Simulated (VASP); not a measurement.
# BaTiO3 (P4mm) in VASP: a series of runs

The runs below take BaTiO3 through single point, with PBE.

All numbers are computed with VASP 6.6.1; they aren't measurements. Logs are shortened: lines on timing, memory, paths and dates and some standing lists are left out, and cuts for length are marked.

**1. The crystal as given**

Symmetry: P4mm, No. 99, tetragonal system. Conventional cell: a = 4.000 Å, b = 4.000 Å, c = 4.018 Å, α = 90.00°, β = 90.00°, γ = 90.00°. Ba (site symmetry 4mm) is surrounded by 12 O at 2.79 to 2.88 Å. Ti (site symmetry 4mm) is surrounded by 6 O at 1.89 to 2.13 Å. Around O (site symmetry 2mm) lie 2 Ti at 2.00 Å. O (site symmetry 4mm) is surrounded by 2 Ti at 1.89 to 2.13 Å.

**2. Single point, PBE**

INCAR reads:

```
  ADDGRID = False
  ALGO = Normal
  EDIFF = 1E-7
  ENCUT = 460
  GGA = PE
  ISIF = 2
  ISMEAR = 0
  LASPH = True
  LCHARG = False
  LREAL = False
  LWAVE = False
  NELM = 100
  PREC = Normal
  SIGMA = 0.05
```

KPOINTS reads:

```
k-points
0
Gamma
  5 5 5
```

POSCAR reads:

```
BaTiO3
1.0
    3.9998000000      0.0000000000      0.0000000000
    0.0000000000      3.9998000000      0.0000000000
    0.0000000000      0.0000000000      4.0180000000
Ba Ti O
1 1 3
Direct
    0.0000000000      0.0000000000      0.0000000000
    0.5000000000      0.5000000000      0.4900000000
    0.0000000000      0.5000000000      0.5170000000
    0.5000000000      0.0000000000      0.5170000000
    0.5000000000      0.5000000000      0.0190000000
```

Potentials or basis: VASP PAW PBE potentials, release 64 (Ba_sv, Ti_sv, O).

Started as:

```bash
cat potpaw_PBE.64/Ba_sv/POTCAR potpaw_PBE.64/Ti_sv/POTCAR potpaw_PBE.64/O/POTCAR > POTCAR
mpirun -np 1 vasp_std > vasp.out
```

OUTCAR:

```text
EDIFF = 1E-7
   ENCUT = 460
   GGA = PE
   ISIF = 2
   ISMEAR = 0
   LASPH = True
   LREAL = False
   NELM = 100
   PREC = Normal

 Found     18 irreducible k-points:

 Following reciprocal coordinates:
            Coordinates               Weight
  0.000000  0.000000  0.000000      1.000000
  0.200000  0.000000  0.000000      4.000000
  0.400000  0.000000  0.000000      4.000000
  0.200000  0.200000  0.000000      4.000000
  0.400000  0.200000  0.000000      8.000000
  0.400000  0.400000  0.000000      4.000000
   k-points           NKPTS =     18   k-points in BZ     NKDIM =     18   number of bands    NBANDS=     24
   number of dos      NEDOS =    301   number of ions     NIONS =      5
   total plane-waves  NPLWV =  13824
   dimension x,y,z NGX =    24 NGY =   24 NGZ =   24
   dimension x,y,z NGXF=    48 NGYF=   48 NGZF=   48
   ions per type =               1   1   3
   NGX,Y,Z   is equivalent  to a cutoff of   9.98,  9.98,  9.93 a.u.
   NGXF,Y,Z  is equivalent  to a cutoff of  19.95, 19.95, 19.86 a.u.
 SYSTEM =  unknown system
   PREC   = normal    normal or accurate (medium, high low for compatibility)
   ISTART =      0    job   : 0-new  1-cont  2-samecut
   ICHARG =      2    charge: 1-file 2-atom 10-const
   ISPIN  =      1    spin polarized calculation?
   LNONCOLLINEAR =      F non collinear calculations
   LSORBIT =      F    spin-orbit coupling
   LASPH  =      T    aspherical Exc in radial PAW
   ENCUT  =  460.0 eV  33.81 Ry    5.81 a.u.   6.99  6.99  7.03*2*pi/ulx,y,z
   NELM   =    100;   NELMIN=  2; NELMDL= -5     # of ELM steps
   EDIFF  = 0.1E-06   stopping-criterion for ELM
   LREAL  =      F    real-space projection
   EDIFFG = 0.1E-05   stopping-criterion for IOM
   NSW    =      0    number of steps for IOM
   IBRION =     -1    ionic relax: 0-MD 1-quasi-New 2-CG
   NFREE  =      0    steps in history (QN), initial steepest desc. (CG)
   ISIF   =      2    stress and relaxation
   ISYM   =      2    0-nonsym 1-usesym 2-fastsym
   POTIM  = 0.5000    time-step for ionic-motion
   TEBEG  =    0.0;   TEEND  =   0.0 temperature during run
   PSTRESS=    0.0 pullay stress
   NELECT =      40.0000    total number of electrons
   NUPDOWN=      -1.0000    fix difference up-down
   EMIN   =  10.00;   EMAX   =-10.00  energy-range for DOS
   EFERMI =   0.00;   METHOD = LEGACY
   ISMEAR =     0;   SIGMA  =   0.05  broadening in eV -4-tet -1-fermi 0-gaus
   EFERMI_NEDOS =   21; number of points for ismear=-14 and -15
   IALGO  =     38    algorithm
   IMIX   =      4    mixing-type and parameters
     AMIX     =   0.40;   BMIX     =  1.00
     AMIX_MAG =   1.60;   BMIX_MAG =  1.00
  volume/ion in A,a.u.               =      12.86        86.76
  Fermi-wavevector in a.u.,A,eV,Ry     =   1.397653  2.641181 26.578078  1.953434
  Thomas-Fermi vector in A             =   2.520888
   LORBIT       =      0    0 simple, 1 ext, 2 COOP (PROOUT), +10 PAW based schemes
   GGA     = PE    functional components
   LHFCALC =     F    Hartree Fock is set to
   AEXX    =    0.0000 exact exchange contribution
   IVDW    =     0    specifies the selected vdW correction
   LEPSILON=     F    determine dielectric tensor
   LRPA    =     F    only Hartree local field effects (RPA)
 non-spin polarized calculation
 Gauss-broadening in eV      SIGMA  =   0.05
  energy-cutoff  :      460.00
  volume of cell :       64.28
 maximum number of plane-waves:      1450
   NGX = 13   NGY = 13   NGZ = 15

 number of electron      39.9999967 magnetization

 Free energy of the ion-electron system (eV)
  ---------------------------------------------------
  ext. energy  EPLUGINS =         0.00000000
  ---------------------------------------------------
  free energy    TOTEN  =       -39.98901020 eV

  energy without entropy =      -39.98901020  energy(sigma->0) =      -39.98901020

 E-fermi :   4.0544     XC(G=0): -11.2419

 val. band max:        3.6864883545   @ k =   0.4000   0.4000   0.4000
 cond. band min:       5.6165646642   @ k =   0.0000   0.0000   0.0000
 fundamental gap:      1.9300763097
 Fermi energy:         4.0544414067

 k-point     1 :       0.0000    0.0000    0.0000
  band No.  band energies     occupation
      1     -52.7564      2.00000
      2     -28.9985      2.00000
      3     -28.9691      2.00000
      4     -28.9691      2.00000
      5     -21.0131      2.00000
      6     -13.0732      2.00000
      7     -12.4229      2.00000
      8     -12.3638      2.00000
      9      -6.1893      2.00000
     10      -6.1893      2.00000
     11      -6.1867      2.00000
     12       1.5047      2.00000
     13       1.5178      2.00000
     14       1.5178      2.00000
     15       2.6185      2.00000
     16       2.6185      2.00000
     17       2.7116      2.00000
     18       3.5403      2.00000
     19       3.5557      2.00000
     20       3.5557      2.00000
     21       5.6166      0.00000
     22       5.8329      0.00000
     23       5.8329      0.00000
     24       7.8081      0.00000

 k-point     2 :       0.2000    0.0000    0.0000
  band No.  band energies     occupation
      1     -52.7562      2.00000
      2     -28.9978      2.00000
      3     -28.9873      2.00000
      4     -28.9684      2.00000
      5     -20.9725      2.00000
      6     -13.1161      2.00000
      7     -12.3997      2.00000
      8     -12.3228      2.00000
      9      -6.1323      2.00000
     10      -6.1316      2.00000
     11      -6.0473      2.00000
     12       0.9187      2.00000
     13       1.3986      2.00000
     14       1.4007      2.00000
     15       2.2076      2.00000
     16       2.3009      2.00000
     17       2.4337      2.00000
     18       2.8394      2.00000
     19       3.2717      2.00000
     20       3.3669      2.00000
     21       5.8726      0.00000
     22       6.3072      0.00000
     23       6.3395      0.00000
     24       7.8796      0.00000

 k-point     3 :       0.4000    0.0000    0.0000
  band No.  band energies     occupation
      1     -52.7556      2.00000
      2     -29.0167      2.00000
      3     -28.9966      2.00000
      4     -28.9673      2.00000
      5     -20.9053      2.00000
      6     -13.2759      2.00000
      7     -12.3750      2.00000
      8     -12.1256      2.00000
      9      -6.0378      2.00000
     10      -6.0355      2.00000
     11      -5.8223      2.00000
     12       0.0097      2.00000
     13       1.0902      2.00000
     14       1.1194      2.00000
     15       1.7680      2.00000
     16       1.9814      2.00000
     17       2.0386      2.00000
     18       2.1729      2.00000
     19       2.9501      2.00000
     20       3.0506      2.00000
     21       5.9530      0.00000
     22       7.1914      0.00000
     23       7.2145      0.00000
     24       7.8728      0.00000

 k-point     4 :       0.2000    0.2000    0.0000
  band No.  band energies     occupation
      1     -52.7558      2.00000
      2     -28.9971      2.00000
      3     -28.9868      2.00000
      4     -28.9861      2.00000
      5     -20.9368      2.00000
      6     -13.0785      2.00000
      7     -12.3510      2.00000
      8     -12.3495      2.00000
      9      -6.2027      2.00000
     10      -6.0743      2.00000
     11      -5.9275      2.00000
     12       0.6315      2.00000
     13       1.0524      2.00000
     14       1.3565      2.00000
     15       1.5919      2.00000
     16       1.9792      2.00000
     17       2.2722      2.00000
     18       2.7221      2.00000
     19       3.1512      2.00000
     20       3.3178      2.00000
     21       6.2711      0.00000
     22       6.4455      0.00000
     23       6.6167      0.00000
     24       8.2968      0.00000

 k-point     5 :       0.4000    0.2000    0.0000
  band No.  band energies     occupation
      1     -52.7552      2.00000
      2     -29.0155      2.00000
      3     -28.9959      2.00000
      4     -28.9851      2.00000
      5     -20.8776      2.00000
      6     -13.1224      2.00000
      7     -12.3425      2.00000
      8     -12.1980      2.00000
      9      -6.1416      2.00000
     10      -5.9761      2.00000
     11      -5.9217      2.00000
     12      -0.0724      2.00000
     13       0.7435      2.00000
     14       0.9003      2.00000
     15       1.1354      2.00000
     16       1.6786      2.00000
     17       2.1562      2.00000
     18       2.5107      2.00000
     19       2.8685      2.00000
     20       3.1808      2.00000
     21       6.4017      0.00000
     22       7.2175      0.00000
     23       7.2834      0.00000
     24       8.3643      0.00000

 k-point     6 :       0.4000    0.4000    0.0000
  band No.  band energies     occupation
      1     -52.7546      2.00000
      2     -29.0139      2.00000
      3     -29.0136      2.00000
      4     -28.9948      2.00000
      5     -20.8320      2.00000
      6     -12.8690      2.00000
      7     -12.3212      2.00000
      8     -12.2779      2.00000
      9      -6.2308      2.00000
     10      -6.1405      2.00000
     11      -5.8589      2.00000
     12      -0.3001      2.00000
     13       0.0250      2.00000
     14       0.1696      2.00000
     15       1.1549      2.00000
     16       1.2393      2.00000
     17       2.1967      2.00000
     18       2.6479      2.00000
     19       2.8429      2.00000
     20       3.6523      2.00000
     21       7.1964      0.00000
     22       7.2592      0.00000
     23       7.6151      0.00000
     24       8.5394      0.00000

 [... further k-points ...]

------------------------ aborting loop because EDIFF is reached ----------------------------------------

  FORCE on cell =-STRESS in cart. coord.  units (eV):
  Direction    XX          YY          ZZ          XY          YZ          ZX
  --------------------------------------------------------------------------------------
  -------------------------------------------------------------------------------------
  Total        1.2471173      1.2471173      1.6303400      0.0000000      0.0000000      0.0000000
  in kB       31.0836067     31.0836067     40.6351878      0.0000000      0.0000000      0.0000000
  external PRESSURE =      34.2674671 kB  Pullay stress =       0.0000000 kB

 VOLUME and BASIS-vectors are now :
 -----------------------------------------------------------------------------
  energy-cutoff  :      460.00
  volume of cell :       64.28
      direct lattice vectors                 reciprocal lattice vectors
     3.999800000  0.000000000  0.000000000     0.250012501  0.000000000  0.000000000
     0.000000000  3.999800000  0.000000000     0.000000000  0.250012501  0.000000000
     0.000000000  0.000000000  4.018000000     0.000000000  0.000000000  0.248880040

 POSITION                                       TOTAL-FORCE (eV/Angst)
 -----------------------------------------------------------------------------------
      0.00000      0.00000      0.00000        -0.000000      0.000000      0.074414
      1.99990      1.99990      1.96882         0.000000     -0.000000     -0.132999
      0.00000      1.99990      2.07731         0.000000      0.000000     -0.110729
      1.99990      0.00000      2.07731         0.000000      0.000000     -0.110729
      1.99990      1.99990      0.07634         0.000000      0.000000      0.280044
 -----------------------------------------------------------------------------------
    total drift:                                0.000000     -0.000000      0.001371

  FREE ENERGIE OF THE ION-ELECTRON SYSTEM (eV)
  ---------------------------------------------------
  free  energy   TOTEN  =       -39.9890101954 eV

  energy  without entropy=      -39.9890101954  energy(sigma->0) =      -39.98901020
```

Run time: 24 s. Hardware: 1 thread of Intel Xeon Platinum 8175M at 2.50GHz (Skylake/Cascade Lake), shared host; peak memory 0.15 GiB.

The run converged, but some of its settings lie outside the range that counts as converged, so its numbers aren't taken as properties of the crystal.

Results:

```
Free energy            : -39.9890 eV
Pressure               : 3.4 GPa
Largest force          : 0.280 eV/Å
Band gap on the k mesh : 1.93 eV, indirect (least direct gap 2.06 eV)
```

Caveat: the cutoff is under 1.25 times the usual one of these potentials, so pressure, stress and relaxed cells hold a basis-set (Pulay) error; spin-orbit coupling is left out, which moves the levels of the heavy elements; an odd mesh through Γ misses points on the zone boundary, where band edges often lie.

**3. Single point, PBE**

Changes to INCAR since step 2:

```diff
@@ -2,3 +2,3 @@
   ALGO = Normal
-  EDIFF = 1E-7
+  EDIFF = 0.01
   ENCUT = 460
@@ -12,3 +12,3 @@
   NELM = 100
-  PREC = Normal
+  PREC = Accurate
   SIGMA = 0.05
```

KPOINTS is that of step 2.

POSCAR is that of step 2.

Potentials or basis: VASP PAW PBE potentials, release 64 (Ba_sv, Ti_sv, O).

Started as:

```bash
cat potpaw_PBE.64/Ba_sv/POTCAR potpaw_PBE.64/Ti_sv/POTCAR potpaw_PBE.64/O/POTCAR > POTCAR
mpirun -np 1 vasp_std > vasp.out
```

Wall time 32 s (1 thread of Intel Xeon Platinum 8175M at 2.50GHz (Skylake/Cascade Lake), shared host); peak memory 0.17 GiB.

These settings aren't checked as converged: the numbers below hold their error.

What came out:

| Quantity | Value |
| --- | --- |
| Free energy | -39.9890 eV |
| Pressure | 2.6 GPa |
| Largest force | 0.272 eV/Å |
| Band gap on the k mesh | 1.94 eV, indirect (least direct gap 2.07 eV) |

Caveat: the cutoff is under 1.25 times the usual one of these potentials, so pressure, stress and relaxed cells hold a basis-set (Pulay) error; spin-orbit coupling is left out, which moves the levels of the heavy elements; an odd mesh through Γ misses points on the zone boundary, where band edges often lie.

**4. Single point, PBE**

Changes to INCAR since step 3:

```diff
@@ -2,3 +2,3 @@
   ALGO = Normal
-  EDIFF = 0.01
+  EDIFF = 1E-4
   ENCUT = 460
```

KPOINTS is that of step 3.

POSCAR is that of step 3.

Started as:

```bash
cat potpaw_PBE.64/Ba_sv/POTCAR potpaw_PBE.64/Ti_sv/POTCAR potpaw_PBE.64/O/POTCAR > POTCAR
mpirun -np 1 vasp_std > vasp.out
```

Wall time 36 s (1 thread of Intel Xeon Platinum 8175M at 2.50GHz (Skylake/Cascade Lake), shared host); peak memory 0.16 GiB.

The run converged, but some of its settings lie outside the range that counts as converged, so its numbers aren't taken as properties of the crystal.

What came out:

```yaml
Free_energy: -39.9891 eV
Pressure: 2.7 GPa
Largest_force: 0.272 eV/Å
Band_gap_on_the_k_mesh: 1.94 eV, indirect (least direct gap 2.07 eV)
```

Caveat: the cutoff is under 1.25 times the usual one of these potentials, so pressure, stress and relaxed cells hold a basis-set (Pulay) error; spin-orbit coupling is left out, which moves the levels of the heavy elements; an odd mesh through Γ misses points on the zone boundary, where band edges often lie.
